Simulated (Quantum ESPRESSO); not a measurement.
Runs of Quantum ESPRESSO 7.5 on NbAs. Symmetry: I4_1md, No. 109, tetragonal system. Conventional cell: a = 3.452 Å, b = 3.452 Å, c = 11.680 Å, α = 90.00°, β = 90.00°, γ = 90.00°. Nb (site symmetry 2mm) is surrounded by 6 As at 2.60 to 2.63 Å. As (site symmetry 2mm) is surrounded by 6 Nb at 2.60 to 2.63 Å. 

| task | level | potentials or basis | k mesh | cutoff (eV) | SCF threshold | symmetry | form of the LDA correlation | mesh quality | gap on the mesh (eV) | pressure (GPa) | V0 of scaled cells (Å³/atom) | B0 (GPa) | largest force (eV/Å) |
| --- | --- | --- | --- | --- | --- | --- | --- | --- | --- | --- | --- | --- | --- |
| band structure | PBEsol | GBRV 1.5 PBEsol | 11 × 11 × 11 | 612 | 8e-10 Ry | - | - | not flagged | none | -1.9 | - | - | 0.29 |
| equation of state | r2SCAN | SG15 PBE 1.2 | 4 × 4 × 4 | 952 | 1e-08 Ry | off | - | coarse | - | - | 17.70 | (a) | - |
| equation of state | LDA | GBRV 1.5 LDA | 11 × 11 × 11 | 612 | 8e-10 Ry | - | PZ81 | not flagged | - | - | 16.93 | 187 | - |
| band structure | LDA | GBRV 1.5 LDA | 11 × 11 × 11 | 612 | 8e-10 Ry | - | PZ81 | not flagged | none | (b) | - | - | 0.28 |
| single point | PBEsol | GBRV 1.5 PBEsol | 11 × 11 × 11 | 612 | 8e-10 Ry | - | - | not flagged | none | -1.9 | - | - | 0.29 |
| single point | PBE | SSSP 1.3 efficiency PBE | 11 × 11 × 11 | 748 | 8e-10 Ry | - | - | not flagged | 0.03 | 3.7 | - | - | 0.30 |

Alike in all rows: no spin polarisation; cell as given; smearing fermi-dirac 0.05 eV.

Problem. Estimate the missing entries.

Solution. (a) 169; (b) -5.0.

Caveats: some runs use coarse meshes; some levels on the path didn't converge (some runs); the cell was scaled at fixed shape and fractional positions, which overstates the stiffness of a crystal with free parameters, most of all of layers and chains (some runs); the potentials were made for another functional, which shifts forces and pressure (some runs); an odd mesh through Γ misses points on the zone boundary, where band edges often lie (some runs).

A k mesh can miss the band edges, and the runs leave out spin-orbit coupling on As, Nb.

A gap of «none» marks a metal or a gap under the smearing width.
